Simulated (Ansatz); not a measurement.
AlNi under pressure: fit and missing row

AlNi, Pm-3m, a = 2.862 Å. The structure is a Materials Project entry; whether it is the stable form wasn't checked. Ansatz: PBEsol, PAW, 420 eV, Γ-centred 14×14×14 mesh on 2 atoms, Gaussian smearing 0.10 eV; no spin polarisation. Cell and atoms are relaxed at each pressure, and no other structure is tried, so the rows at high pressure may lie past a change of phase.

```
V (Å³/atom) P (GPa)
          ?    90.02
      9.682    50.00
     10.471    25.00
     11.034    12.00
     11.468     4.04
     11.659     1.00
     11.726     0.00
     11.795    -1.00
```

Problem. Take V0 = 11.726 Å³/atom, fit the third-order Birch–Murnaghan form to the other rows, and predict the missing volume.

Solution. With the Eulerian strain f = ½[(V0/V)^(2/3) − 1] and y = P/[3f(1 + 2f)^(5/2)], the form is the line y = B0 + 1.5 B0 (B0′ − 4) f. Rows (f, y): 0.06810, 177.9; 0.03919, 176.1; 0.02069, 174.7; 0.00747, 173.7; 0.00191, 172.9; -0.00195, 172.6. Means f = 0.02257, y = 174.65; Σ(Δf)² = 0.003609, ΣΔfΔy = 0.2727; the slope is their ratio. y = 172.9 + 75.58 f GPa, so B0 = 172.9 GPa and B0′ = 4 + 2 × (75.58)/(3 × 172.9) = 4.29. P = 90.02 GPa is met at f = 0.10366 (y = 180.73), so V = V0 (1 + 2f)^(−3/2) = 8.839 Å³/atom. The run gave 8.832 Å³/atom, so the fit is 0.007 Å³/atom too high, a small miss on the scale of the series. The form still works here, 78 % of the fitted range beyond its end.

The mesh isn't the same in all rows (14×14×14, 16×16×16).

AlNi stiffens steadily under compression, and with B0′ = 4.29 close to 4, the cubic term in the strain energy is only a modest correction. A line fitted up to 50.00 GPa still serves at 90.02 GPa because the terms beyond the cubic, which the line leaves out, have little net effect over this range. The stiffness comes from Ni d–Al sp bonding together with the rising kinetic energy and Pauli repulsion of electrons squeezed into less space. The computed volume lies slightly below the prediction, so the crystal is a little softer there than the line implies. This may reflect a small negative higher-order strain term, or numerical error in the pressures. B0′ is less secure than the volume prediction, because near zero pressure y divides two small quantities and magnifies rounding in V, yet those rows carry full weight. The lattice constant is somewhat below the measured room-temperature value and B0 somewhat above typical measurements, probably because PBEsol overbinds 3d metals and the static lattice lacks thermal expansion. Hydrostatic data alone leave the resistance to shear undetermined.
